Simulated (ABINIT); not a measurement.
# TiCo (Pm-3m) in ABINIT: single point with WC

Aim: the single point of TiCo with WC.

All numbers are computed with ABINIT 10.8.3 (patched build); they aren't measurements. Logs are shortened: lines on timing, memory, paths and dates and some standing lists are left out, and cuts for length are marked. The log counts tension as positive stress, the text compression.

## Step 1: The crystal as given

Symmetry: Pm-3m, No. 221, cubic system. The conventional cell has a = 2.986 Å, b = 2.986 Å, c = 2.986 Å, α = 90.00°, β = 90.00°, γ = 90.00°. Around Co (site symmetry m-3m) lie 8 Ti at 2.59 Å. Ti (site symmetry m-3m) is surrounded by 8 Co at 2.59 Å.

The cell comes from a database or a generator and needn't be the stable form of this composition.

## Step 2: Single point, WC, collinear spin, ferromagnetic start

Input file run.abi:

```
# Pseudopotentials
pp_dirpath "./"
pseudos "Co.GGA_PBE-JTH.xml, Ti.GGA_PBE-JTH.xml"

# Structure
acell 5.6429319488 5.6429319488 5.6429319488
rprim
     1.0000000000     0.0000000000     0.0000000000
     0.0000000000     1.0000000000     0.0000000000
     0.0000000000     0.0000000000     1.0000000000
ntypat 2
znucl 27 22
natom 2
typat 1 2
xred
     0.5000000000     0.5000000000     0.5000000000
     0.0000000000     0.0000000000     0.0000000000

# Plane-wave basis
ecut 31.0
pawecutdg 53.0
pawxcdev 0

# k points
kptopt 1
ngkpt 9 9 9
nshiftk 1
shiftk 0.0 0.0 0.0

# Exchange and correlation
ixc 23

# Bands and occupations
nband 20
occopt 3
tsmear 0.05 eV

# Spin
nsppol 2
spinat
     0.0000000000     0.0000000000     2.0000000000
     0.0000000000     0.0000000000     1.0000000000

# SCF cycle
nstep 100
tolvrs 1.0e-9

# Output
iomode 3
prtwf 0
prtden 0
prteig 0
prtebands 0
enunit 2
```

Potentials or basis: JTH PAW PBE v2.0.

The run is started by

```bash
abinit run.abi > log 2>&1
```

run.abo:

```text
.Version 10.8.3 of ABINIT
 Symmetries : space group Pm -3 m (#221); Bravais cP (primitive cubic)
================================================================================
 Values of the parameters that define the memory need of the present run
     intxc =       0    ionmov =       0      iscf =      17    lmnmax =      18
     lnmax =       6     mgfft =      30  mpssoang =       3    mqgrid =    3001
     natom =       2  nloc_mem =       2    nspden =       2   nspinor =       1
    nsppol =       2      nsym =      48    n1xccc =       1    ntypat =       2
    occopt =       3   xclevel =       2
       mpw =        1498          nfft =       27000          nkpt =          35
 PAW method is used; the additional fine FFT grid is defined by:
   mgfftf=        40    nfftf =     64000
================================================================================
================================================================================

--------------------------------------------------------------------------------
------------- Echo of variables that govern the present computation ------------
--------------------------------------------------------------------------------
 -outvars: echo values of preprocessed input variables --------
            acell      5.6429319488E+00  5.6429319488E+00  5.6429319488E+00 Bohr
              amu      5.89332000E+01  4.78800000E+01
             ecut      3.10000000E+01 Hartree
           enunit           2
              ixc          23
         kptrlatt        9    0    0      0    9    0      0    0    9
          kptrlen      5.07863875E+01
            natom           2
            nband          20
            ngfft          30      30      30
          ngfftdg          40      40      40
             nkpt          35
           nspden           2
           nsppol           2
            nstep         100
             nsym          48
           ntypat           2
           occopt           3
        pawecutdg      5.30000000E+01 Hartree
         pawxcdev           0
           prtden           0
        prtebands           0
           prteig           0
            prtwf           0
          spgroup         221
           spinat      0.0000000000E+00  0.0000000000E+00  2.0000000000E+00
                       0.0000000000E+00  0.0000000000E+00  1.0000000000E+00
           tolvrs      1.00000000E-09
           tsmear      1.83746611E-03 Hartree
            typat      1  2
           useylm           1
           xangst      1.4930554940E+00  1.4930554940E+00  1.4930554940E+00
                       0.0000000000E+00  0.0000000000E+00  0.0000000000E+00
            xcart      2.8214659744E+00  2.8214659744E+00  2.8214659744E+00
                       0.0000000000E+00  0.0000000000E+00  0.0000000000E+00
             xred      5.0000000000E-01  5.0000000000E-01  5.0000000000E-01
                       0.0000000000E+00  0.0000000000E+00  0.0000000000E+00
            znucl       27.00000   22.00000

================================================================================

 chkinp: Checking input parameters for consistency.

================================================================================
== DATASET  1 ==================================================================

--- !DatasetInfo
iteration_state: {dtset: 1, }
dimensions: {natom: 2, nkpt: 35, mband: 20, nsppol: 2, nspinor: 1, nspden: 2, mpw: 1498, }
cutoff_energies: {ecut:  31.0, pawecutdg:  53.0, }
electrons: {nelect:   2.90000000E+01, charge:   0.00000000E+00, occopt:   3.00000000E+00, tsmear:   1.83746611E-03, }
meta: {optdriver: 0, ionmov: 0, optcell: 0, iscf: 17, paral_kgb: 0, }
...

 Exchange-correlation functional for the present dataset will be:
  GGA: Wu Cohen functional - ixc=23
  Z. Wu and R. E. Cohen, PRB 73, 235116 (2006)

 Real(R)+Recip(G) space primitive vectors, cartesian coordinates (Bohr,Bohr^-1):
 R(1)=  5.6429319  0.0000000  0.0000000  G(1)=  0.1772128  0.0000000  0.0000000
 R(2)=  0.0000000  5.6429319  0.0000000  G(2)=  0.0000000  0.1772128  0.0000000
 R(3)=  0.0000000  0.0000000  5.6429319  G(3)=  0.0000000  0.0000000  0.1772128
 Unit cell volume ucvol=  1.7968608E+02 bohr^3
 Angles (23,13,12)=  9.00000000E+01  9.00000000E+01  9.00000000E+01 degrees

 Coarse grid specifications (used for wave-functions):

 getcut: wavevector=  0.0000  0.0000  0.0000  ngfft=  30  30  30
         ecut(hartree)=     31.000   => boxcut(ratio)=   2.12115
[... 103 lines left out ...]
 Radius=ratsph(iatom), smearing ratsm=  0.0000. Diff(up-dn)=approximate z local magnetic moment.
    Atom    Radius    up_density   dn_density  Total(up+dn)  Diff(up-dn)
    1 Co   2.10903     8.192204     7.375143     15.567348     0.817061
    2 Ti   2.30803     5.096191     5.120954     10.217145    -0.024763
 ------------------------------------------------------------------------------------------------------------
  Sum:                13.288395    12.496097     25.784492     0.792298
 Total magnetization (from the atomic spheres):                0.792298
 Total magnetization (exact up - dn):                          0.743613

================================================================================

 ----iterations are completed or convergence reached----

 Mean square residual over all n,k,spin=   96.266E-14; max=  42.664E-11
 reduced coordinates (array xred) for    2 atoms
       0.500000000000      0.500000000000      0.500000000000
       0.000000000000      0.000000000000      0.000000000000
 rms dE/dt=  0.0000E+00; max dE/dt=  0.0000E+00; dE/dt below (all hartree)
    1       0.000000000000      0.000000000000      0.000000000000
    2       0.000000000000      0.000000000000      0.000000000000

 cartesian coordinates (angstrom) at end:
    1      1.49305549397780     1.49305549397780     1.49305549397780
    2      0.00000000000000     0.00000000000000     0.00000000000000

 cartesian forces (hartree/bohr) at end:
    1     -0.00000000000000    -0.00000000000000    -0.00000000000000
    2     -0.00000000000000    -0.00000000000000    -0.00000000000000
 frms,max,avg= 0.0000000E+00 0.0000000E+00   0.000E+00  0.000E+00  0.000E+00 h/b

 cartesian forces (eV/Angstrom) at end:
    1     -0.00000000000000    -0.00000000000000    -0.00000000000000
    2     -0.00000000000000    -0.00000000000000    -0.00000000000000
 frms,max,avg= 0.0000000E+00 0.0000000E+00   0.000E+00  0.000E+00  0.000E+00 e/A
 length scales=  5.642931948800  5.642931948800  5.642931948800 bohr
              =  2.986110987956  2.986110987956  2.986110987956 angstroms
 Fermi (or HOMO) energy (hartree) =   0.40294   Average Vxc (hartree)=  -0.44579
 Magnetization (Bohr magneton)=  7.43630418E-01
 Total spin up =  1.48718152E+01   Total spin down =  1.41281848E+01
 Eigenvalues (hartree) for nkpt=  35  k points, SPIN UP:
 kpt#   1, nband= 20, wtk=  0.00137, kpt=  0.0000  0.0000  0.0000 (reduced coord)
  -3.10300   -1.75784   -1.75784   -1.75784   -1.68919   -0.81495   -0.81495   -0.81495
   0.11824    0.25071    0.25071    0.33590    0.33590    0.33590    0.42135    0.42135
   0.50106    0.50106    0.50106    0.72799
      occupation numbers for kpt#   1
   1.00000    1.00000    1.00000    1.00000    1.00000    1.00000    1.00000    1.00000
   1.00000    1.00000    1.00000    1.00000    1.00000    1.00000    0.00004    0.00004
   0.00000    0.00000    0.00000    0.00000
 prteigrs : prtvol=0 or 1, do not print more k-points.

 Eigenvalues (hartree) for nkpt=  35  k points, SPIN DOWN:
 kpt#   1, nband= 20, wtk=  0.00137, kpt=  0.0000  0.0000  0.0000 (reduced coord)
  -3.06770   -1.72360   -1.72360   -1.72360   -1.68959   -0.81539   -0.81539   -0.81539
   0.11849    0.27102    0.27102    0.35355    0.35355    0.35355    0.43850    0.43850
   0.50421    0.50421    0.50421    0.72975
      occupation numbers for kpt#   1
   1.00000    1.00000    1.00000    1.00000    1.00000    1.00000    1.00000    1.00000
   1.00000    1.00000    1.00000    1.00000    1.00000    1.00000    0.00000    0.00000
   0.00000    0.00000    0.00000    0.00000
 prteigrs : prtvol=0 or 1, do not print more k-points.

 Fermi (or HOMO) energy (eV) =  10.96464   Average Vxc (eV)= -12.13044
 Eigenvalues (   eV  ) for nkpt=  35  k points, SPIN UP:
 kpt#   1, nband= 20, wtk=  0.00137, kpt=  0.0000  0.0000  0.0000 (reduced coord)
 -84.43707  -47.83330  -47.83330  -47.83330  -45.96507  -22.17599  -22.17599  -22.17599
   3.21756    6.82224    6.82224    9.14031    9.14031    9.14031   11.46540   11.46540
  13.63452   13.63452   13.63452   19.80967
 prteigrs : prtvol=0 or 1, do not print more k-points.

 Eigenvalues (   eV  ) for nkpt=  35  k points, SPIN DOWN:
 kpt#   1, nband= 20, wtk=  0.00137, kpt=  0.0000  0.0000  0.0000 (reduced coord)
 -83.47629  -46.90154  -46.90154  -46.90154  -45.97616  -22.18796  -22.18796  -22.18796
   3.22438    7.37487    7.37487    9.62051    9.62051    9.62051   11.93210   11.93210
  13.72029   13.72029   13.72029   19.85755
 prteigrs : prtvol=0 or 1, do not print more k-points.

--- !EnergyTerms
iteration_state     : {dtset: 1, }
comment             : Components of total free energy in Hartree
kinetic             :  1.95492659257385E+01
hartree             :  5.00847055844110E+01
xc                  : -6.39628113777216E+00
Ewald energy        : -1.37848524357748E+02
psp_core            :  6.55512975133363E+00
local_psp           : -1.62284772390600E+02
PAW spherical_terms :  2.52368971801831E+01
internal            : -2.05103579444454E+02
'-kT*entropy'       : -6.66486660366751E-04
total_energy        : -2.05104245931114E+02
total_energy_eV     : -5.58117085672223E+03
...

--- !EnergyTermsDC
iteration_state     : {dtset: 1, }
comment             : '"Double-counting" decomposition of free energy'
band_energy         : -2.08686104515930E+01
Ewald energy        : -1.37848524357748E+02
psp_core            :  6.55512975133363E+00
xc_dc               : -4.87233973562874E+01
PAW spherical_terms : -4.21817713927594E+00
internal            : -2.05103579553571E+02
'-kT*entropy'       : -6.66486660366751E-04
total_energy_dc     : -2.05104246040231E+02
total_energy_dc_eV  : -5.58117085969145E+03
...

--- !EnergyTermsWithPAWCore
iteration_state     : {dtset: 1, }
comment             : 'Components of total free energy, including PAW core contributions'
Total energy        : -2.24654739068237E+03
Total energy DC     : -2.24654739079149E+03
Total energy (eV)   : -6.11316687677589E+04
Total energy DC (eV): -6.11316687707281E+04
...

 Cartesian components of stress tensor (hartree/bohr^3)
  sigma(1 1)=  2.44531277E-04  sigma(3 2)=  0.00000000E+00
  sigma(2 2)=  2.44531277E-04  sigma(3 1)=  0.00000000E+00
  sigma(3 3)=  2.44531277E-04  sigma(2 1)=  0.00000000E+00

-Cartesian components of stress tensor (GPa)         [Pressure= -7.1944E+00 GPa]
- sigma(1 1)=  7.19435855E+00  sigma(3 2)=  0.00000000E+00
- sigma(2 2)=  7.19435855E+00  sigma(3 1)=  0.00000000E+00
- sigma(3 3)=  7.19435855E+00  sigma(2 1)=  0.00000000E+00

== END DATASET(S) ==============================================================
================================================================================

 -outvars: echo values of variables after computation  --------
            acell      5.6429319488E+00  5.6429319488E+00  5.6429319488E+00 Bohr
           etotal     -2.0510424604E+02
            fcart     -0.0000000000E+00 -0.0000000000E+00 -0.0000000000E+00
                      -0.0000000000E+00 -0.0000000000E+00 -0.0000000000E+00
           strten      2.4453127673E-04  2.4453127673E-04  2.4453127673E-04
                       0.0000000000E+00  0.0000000000E+00  0.0000000000E+00
           xangst      1.4930554940E+00  1.4930554940E+00  1.4930554940E+00
                       0.0000000000E+00  0.0000000000E+00  0.0000000000E+00
             xred      5.0000000000E-01  5.0000000000E-01  5.0000000000E-01
                       0.0000000000E+00  0.0000000000E+00  0.0000000000E+00
 Calculation completed.
```

Wall time 2.5 min (1 thread of Arm Neoverse V1, shared host); peak memory 0.17 GiB.

Results:

* Free energy: -5581.1709 eV
* Pressure: -7.2 GPa
* Band gap on the k mesh: none (metal or under the smearing width)
* Net moment: 0.74 μB per cell
* Site moments: Co +0.82; Ti -0.02 μB
* Valence electrons inside the program's atomic spheres: Co 15.57; Ti 10.22

Levels at points of the mesh, in eV from the Fermi level:
Spin up:
```csv
k point,band 11,band 12,band 13,band 14,band 15,band 16,band 17,band 18
"(0.00, 0.00, 0.00)",-4.14,-1.82,-1.82,-1.82,0.50,0.50,2.67,2.67
```
Spin down:
| k point | band 10 | band 11 | band 12 | band 13 | band 14 | band 15 | band 16 | band 17 | band 18 | band 19 |
| --- | --- | --- | --- | --- | --- | --- | --- | --- | --- | --- |
| (0.00, 0.00, 0.00) | -3.59 | -3.59 | -1.34 | -1.34 | -1.34 | 0.97 | 0.97 | 2.76 | 2.76 | 2.76 |

Caveat: small starting moments can end in a higher magnetic state in this program; the PAW data sets were made with another functional, which shifts forces and pressure a little.
